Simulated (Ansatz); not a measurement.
We consider zinc-blende AlSb, described by LDA (Ansatz, an electronic-structure program, PAW).

Run with plane-wave cutoff 520 eV, 10×10×10 k mesh, Fermi–Dirac smearing 0.01 eV, scalar-relativistic PAW data made under PBE.

Response to compression and expansion:

```tsv
V (Å³/atom)	P (GPa)	direct gap at Γ (eV)
26.763	4.00	2.040
27.332	2.52	1.867
27.902	1.19	1.700
28.471	0.00	1.540
29.041	-1.07	1.385
29.610	-2.03	1.236
30.179	-2.89	1.092
```

The fundamental gap (1.12 eV at the equilibrium volume, with added k points) lies elsewhere than Γ–Γ.

Spin–orbit coupling is not included; with these elements it can move the gap by several tenths of an eV or more.
